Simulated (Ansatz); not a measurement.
MgF₂:
```yaml
crystal:
  lattice:
    - [4.69803, 0.00000, 0.00000]
    - [0.00000, 4.69803, 0.00000]
    - [0.00000, 0.00000, 3.09267]
  atoms:
    - { symbol: Mg, position: [0.00000, 0.00000, 0.00000] }
    - { symbol: Mg, position: [0.50000, 0.50000, 0.50000] }
    - { symbol: F, position: [0.30357, 0.30357, 0.00000] }
    - { symbol: F, position: [0.19643, 0.80357, 0.50000] }
    - { symbol: F, position: [0.69643, 0.69643, 0.00000] }
    - { symbol: F, position: [0.80357, 0.19643, 0.50000] }
```

x, y and z are the axes in which the lattice vectors are written.

### Question
Give the high-frequency dielectric tensor and the Born effective charge tensors of the independent atoms from DFPT, plane-wave PAW PBE (Ansatz code).

### Answer

ε∞:
```
2.00  0.00  0.00
0.00  2.00  0.00
0.00  0.00  2.04
```
Z* of atom 1 (Mg), rows: field, columns: displacement, in e:
```
1.99  0.05  0.00
0.05  1.99  0.00
0.00  0.00  2.09
```
Z* of atom 3 (F), rows: field, columns: displacement, in e:
```
-1.00  -0.22   0.00
-0.22  -1.00   0.00
 0.00   0.00  -1.05
```

Static charges for comparison (Bader): Mg1 +1.78, F3 -0.89 e. Born charges measure polarisation by displacement and can exceed these by far.

Space group P4_2/mnm (rutile). The cell was relaxed with PBE under the symmetry of its start.

Potentials: the later of the program's two PAW sets.
